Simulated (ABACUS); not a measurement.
# FeO (Wuestite) (Fm-3m) in ABACUS: a series of runs

Runs on FeO (Wuestite). Level: PBE. Tasks: single point, relaxation of cell and atoms.

All numbers are computed with ABACUS 3.10.1; they aren't measurements. Logs are shortened: lines on timing, memory, paths and dates and some standing lists are left out, and cuts for length are marked.

**What was measured.**

“W\"ustite: Electric, thermodynamic and optical properties of FeO”, 2012, arxiv:1203.1201 quotes, for a bulk crystal of FeO: band gap 2.4 eV (optical).

The results are compared with them further down.

## Step 1: The structure

It takes space group Fm-3m (No. 225, cubic). The conventional cell has a = 4.311 Å, b = 4.311 Å, c = 4.311 Å, α = 90.00°, β = 90.00°, γ = 90.00°. Fe (site symmetry m-3m) is surrounded by 6 O at 2.16 Å. Around O (site symmetry m-3m) lie 6 Fe at 2.16 Å.

## Step 2: Single point, PBE, collinear spin, ferromagnetic start

run_abacus.py

```python
"""ABACUS run from a structure file: ASE reads it, the script writes STRU, KPT and INPUT."""
import re
import subprocess
from ase.io import read
from ase.units import Bohr

atoms = read("FeO.cif")
atoms = atoms[(-atoms.numbers).argsort(kind="stable")]  # ABACUS lists atoms element by element
pseudo = {'Fe': 'Fe.upf', 'O': 'O.upf'}
orbital = {'Fe': 'Fe_confined-atom_7au_4s3p3d1f.orb', 'O': 'O_confined-atom_6au_3s3p2d1f.orb'}
magmoms = [3.0, 0.0]
kmesh = [10, 10, 10]
params = {
    'suffix': 'FeO',
    'calculation': 'scf',
    'basis_type': 'lcao',
    'pseudo_dir': './',
    'orbital_dir': './',
    'symmetry': 1,
    'dft_functional': 'pbe',
    'ecutwfc': 100,
    'pseudo_rcut': 10,
    'nspin': 2,
    'nbands': 23,
    'ks_solver': 'genelpa',
    'smearing_method': 'fd',
    'smearing_sigma': 0.00367493,
    'scf_thr': 1e-07,
    'scf_nmax': 100,
    'mixing_type': 'broyden',
    'mixing_beta': 0.4,
    'cal_force': 1,
    'cal_stress': 1,
    'out_mul': 1,
    'out_chg': 1,
    'out_pot': 2,
    'out_elf': 1,
}

symbols = atoms.get_chemical_symbols()
elements = list(dict.fromkeys(symbols))
lines = ["ATOMIC_SPECIES"] + [f"{e} {atoms.get_masses()[symbols.index(e)]:.4f} {pseudo[e]}" for e in elements]
if orbital:
    lines += ["", "NUMERICAL_ORBITAL"] + [orbital[e] for e in elements]
lines += ["", "LATTICE_CONSTANT", f"{1 / Bohr:.10f}", "", "LATTICE_VECTORS"]
lines += [" ".join(f"{x:.10f}" for x in v) for v in atoms.cell]
lines += ["", "ATOMIC_POSITIONS", "Direct"]
for e in elements:
    lines += ["", e, "0.0", str(symbols.count(e))]
    for i, p in enumerate(atoms.get_scaled_positions(wrap=False)):
        if symbols[i] == e:
            mag = "" if magmoms is None else " mag " + " ".join(str(x) for x in (magmoms[i] if isinstance(magmoms[i], list) else [magmoms[i]]))
            lines.append(" ".join(f"{x:.10f}" for x in p) + " 1 1 1" + mag)
open("STRU", "w").write("\n".join(lines) + "\n")
open("KPT", "w").write("K_POINTS\n0\nGamma\n%d %d %d 0 0 0\n" % tuple(kmesh))
open("INPUT", "w").write("INPUT_PARAMETERS\n" + "".join(f"{k:<20s}{v}\n" for k, v in params.items()))

done = subprocess.run(['mpirun', '-np', '4', 'abacus'])
if done.returncode:
    raise SystemExit(done.returncode)
log = open("OUT.FeO/running_scf.log").read()
print("final energy (eV):", re.findall(r"FINAL_ETOT_IS (\S+)", log))
```

FeO.cif

```cif
data_FeO
_cell_length_a 3.04819591
_cell_length_b 3.04819591
_cell_length_c 3.04819591
_cell_angle_alpha 60.00000000
_cell_angle_beta 60.00000000
_cell_angle_gamma 60.00000000
_space_group_name_H-M_alt 'P1'
_space_group_name_Hall 'P 1'
_space_group_IT_number 1
loop_
_space_group_symop_operation_xyz
'x,y,z'
loop_
_atom_site_label
_atom_site_type_symbol
_atom_site_symmetry_multiplicity
_atom_site_Wyckoff_symbol
_atom_site_fract_x
_atom_site_fract_y
_atom_site_fract_z
_atom_site_occupancy
Fe1 Fe 1 a 0.0000000000 0.0000000000 0.0000000000 1
O1 O 1 a 0.5000000000 0.5000000000 0.5000000000 1
```

Potentials or basis: PseudoDojo NC SR 0.5 PBE standard, TZDP LCAO (the cutoffs set its grid).

Run with:

```sh
> OMP_NUM_THREADS=1 python run_abacus.py > log
```

running log:

```text
ABACUS v3.10.1

               Atomic-orbital Based Ab-initio Computation at UStc

 ------------------------------------------------------------------------------------

 READING GENERAL INFORMATION
                           global_out_dir = OUT.FeO/
                           global_in_card = INPUT
                               pseudo_dir = ./
                              orbital_dir = ./
                                    DSIZE = 4
                                    GSIZE = 1

 READING UNITCELL INFORMATION
                                    ntype = 2
                  lattice constant (Bohr) = 1.88973
              lattice constant (Angstrom) = 1

 READING ATOM TYPE 1
                               atom label = Fe
                      L=0, number of zeta = 4
                      L=1, number of zeta = 3
                      L=2, number of zeta = 3
                      L=3, number of zeta = 1
             number of atom for this type = 1
               magnetization of element 1 = 3

 READING ATOM TYPE 2
                               atom label = O
                      L=0, number of zeta = 3
                      L=1, number of zeta = 3
                      L=2, number of zeta = 2
                      L=3, number of zeta = 1
             number of atom for this type = 1
               magnetization of element 2 = 0

                        TOTAL ATOM NUMBER = 2
DIRECT COORDINATES
    atom                   x                   y                   z     mag                  vx                  vy                  vz
taud_Fe1            0.0000000000        0.0000000000        0.0000000000  3.0000        0.0000000000        0.0000000000        0.0000000000
taud_O1            0.5000000000        0.5000000000        0.5000000000  0.0000        0.0000000000        0.0000000000        0.0000000000

                          Volume (Bohr^3) = 135.148
                             Volume (A^3) = 20.0269

 Lattice vectors: (Cartesian coordinate: in unit of a_0)
              +3.0482                  +0                  +0
              +1.5241            +2.63982                  +0
              +1.5241           +0.879938            +2.48884
 Reciprocal vectors: (Cartesian coordinate: in unit of 2 pi/a_0)
            +0.328063           -0.189407           -0.133931
                   -0           +0.378814           -0.133931
                   +0                  -0           +0.401793
 The esolver type has been set to : ksdft_lcao

                PAO radial cut off (Bohr) = 10

 Read in pseudopotential file is Fe.upf
                     pseudopotential type = NC
          exchange-correlation functional = PBE
[... 197 lines left out ...]
                  longest orb rcut (Bohr) = 7
   longest nonlocal projector rcut (Bohr) = 1.58
                     search radius (Bohr) = 17.2
              searching radius is (Bohr)) = 17.2
         searching radius unit is (Bohr)) = 1.89
                         PeriodicBoundary = 1
                        Radius(unit:lat0) = 9.08
                                   glayer = [ 5, 5, 5 ]
                             glayer_minus = [ 4, 4, 4 ]

Find the coordinate range of the input atom(unit:lat0).
                                  min_tau = [ -24.4, -14.1, -9.96 ]
                                  max_tau = [ 27.4, 15.8, 11.2 ]
                                BoxNumber = [ 9, 9, 9 ]

 SETUP EXTENDED REAL SPACE GRID FOR GRID INTEGRATION
                          real space grid = [ 40, 40, 40 ]
                 big cell numbers in grid = [ 8, 8, 8 ]
             meshcell numbers in big cell = [ 5, 5, 5 ]
                        extended fft grid = [ 12, 12, 12 ]
                dimension of extened grid = [ 33, 33, 33 ]
                            UnitCellTotal = 125
              Atom number in sub-FFT-grid = 2
    Local orbitals number in sub-FFT-grid = 64
                                ParaV.nnr = 88848
                                 init_chg = atomic

 LCAO ALGORITHM --------------- ION=   1  ELEC=   1--------------------------------
          total magnetism (Bohr mag/cell) = 4.00103
       absolute magnetism (Bohr mag/cell) = 4.00103
                        nelec for spin up = 13.0005
                      nelec for spin down = 8.99948
[... 211 lines left out ...]
 Density error is 7.25622140833e-08
----------------------------------------------------------
     Energy           Rydberg                 eV
----------------------------------------------------------
 E_KohnSham     -283.7254731978      -3860.2831032367
 E_KS(sigma->0) -283.7250908627      -3860.2779012999
 E_Harris       -283.7254736185      -3860.2831089600
 E_band         -19.6446925406       -267.2797540104
 E_one_elec     -124.8585673433      -1698.7879599852
 E_Hartree      75.2058744825        1023.2284160354
 E_xc           -44.0444596206       -599.2556161708
 E_Ewald        -190.0275560462      -2585.4575392425
 E_entropy(-TS) -0.0007646703        -0.0104038736
 E_descf        0.0000000000         0.0000000000
 E_exx          0.0000000000         0.0000000000
 E_Fermi        1.0825409739         14.7287255641
----------------------------------------------------------

 charge density convergence is achieved
 final etot is -3860.2831032 eV
 EFERMI = 14.728725564 eV
The vacuum level is 9.7205513291 eV

 STATE ENERGY(eV) AND OCCUPATIONS    NSPIN == 2
SPIN UP :
 1/47 kpoint (Cartesian) = 0.0000 0.0000 0.0000 (567 pws)
       1       -75.1748     0.00100000
       2       -41.3269     0.00100000
       3       -41.3269     0.00100000
       4       -41.3269     0.00100000
       5       -6.10202     0.00100000
       6        10.6173     0.00100000
[... 140 lines left out ...]
      22        40.6855        0.00000
      23        40.6855        0.00000

[... levels at 88 further k points ...]

-------------------------------------------------
 Total Magnetism (uB)
-------------------------------------------------
                        Fe1         3.8154429412
                         O1         0.1857514264
-------------------------------------------------

 correction force for each atom along direction 1 is -7.01372e-14
 correction force for each atom along direction 2 is -1.75177e-14
 correction force for each atom along direction 3 is 5.88074e-14
------------------------------------------------------------------------------------------
 TOTAL-FORCE (eV/Angstrom)
------------------------------------------------------------------------------------------
                       Fe1         0.0000000000         0.0000000000         0.0000000000
                        O1         0.0000000000         0.0000000000         0.0000000000
------------------------------------------------------------------------------------------

----------------------------------------------------------------
 TOTAL-STRESS (KBAR)
----------------------------------------------------------------
        -6.5312183905        -0.0000000000        -0.0000000000
        -0.0000000000        -6.5312183904        -0.0000000000
        -0.0000000000         0.0000000000        -6.5312183906
----------------------------------------------------------------
 TOTAL-PRESSURE: -6.531218 KBAR

 --------------------------------------------
 !FINAL_ETOT_IS -3860.2831032366934778 eV
 --------------------------------------------
```

INPUT:

```text
INPUT_PARAMETERS
suffix              FeO
calculation         scf
basis_type          lcao
pseudo_dir          ./
orbital_dir         ./
symmetry            1
dft_functional      pbe
ecutwfc             100
pseudo_rcut         10
nspin               2
nbands              23
ks_solver           genelpa
smearing_method     fd
smearing_sigma      0.00367493
scf_thr             1e-07
scf_nmax            100
mixing_type         broyden
mixing_beta         0.4
cal_force           1
cal_stress          1
out_mul             1
out_chg             1
out_pot             2
out_elf             1
```

Wall time 32 s (4 MPI ranks of Intel Xeon Platinum 8488C (Sapphire Rapids), shared host); peak memory 0.6 GiB.

Results:

```
Free energy            : -3860.2831 eV
Pressure               : -0.7 GPa
Band gap on the k mesh : none (metal or under the smearing width)
Net moment             : 4.00 μB per cell
Absolute moment        : 4.02 μB per cell
Site moments           : Fe +3.82; O +0.19 μB
Mulliken charges       : Fe +0.27; O -0.27 e
```

Caveat: the atomic orbitals were generated for these runs and aren't a published set; Mulliken charges move with the basis; the basis of atomic orbitals isn't converged, which shifts pressures, moduli and gaps; a cell with one magnetic atom can't hold antiferromagnetic order, which such compounds often take; semilocal functionals often make such compounds metallic where correlation or magnetic order opens a gap, which also shifts bond lengths.

(Continued in part 2 of 2.)
